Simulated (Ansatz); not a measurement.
## Si: the gap against volume

Si, C2/m, a = 13.913 Å, b = 3.867 Å, c = 6.365 Å, β = 96.9°. This isn't the element's structure at ambient conditions. Ansatz: PBE, PAW, 420 eV, Γ-centred 10×10×6 mesh on 8 atoms, Gaussian smearing 0.01 eV; no spin polarisation. Shape and atoms are relaxed at each volume; x = ln(V/V0) with V0 = 21.250 Å³/atom. The gap is read at the mesh points alone.

```
      x gap y (eV)
-0.1278       0.071
-0.0943       0.125
-0.0619       0.183
-0.0305       0.236
 0.0000       0.287
 0.0296       0.336
 0.0583       0.377
 0.0953           ?
```

Problem. Fit a straight line to the other rows, give the volume deformation potential of the gap and its pressure coefficient, and predict the missing gap. B0 = 80.0 GPa.

Solution. Means x = -0.03237, y = 0.23071; Σ(Δx)² = 0.02693, ΣΔxΔy = 0.04482; the slope is their ratio. y = 0.2846 + 1.664 x. The slope is the deformation potential a = dE_g/d ln V = 1.66 eV, and dE_g/dP = −a/B0 = -20.8 meV/GPa. At x = 0.0953 the fit asked for gives 0.443 eV. The run gave 0.430 eV, so the fit is 0.013 eV too high, 3.6 % of the span of the series, against an rms of 0.003 eV on the fitted rows. The row lies outside the fitted range. With a term in x² added, a fit to the same known rows predicts 0.436 eV, which recovers part of the miss; the known rows don't hold the rest.

Semilocal functionals give gaps under the measured ones; changes of the gap mostly carry over better.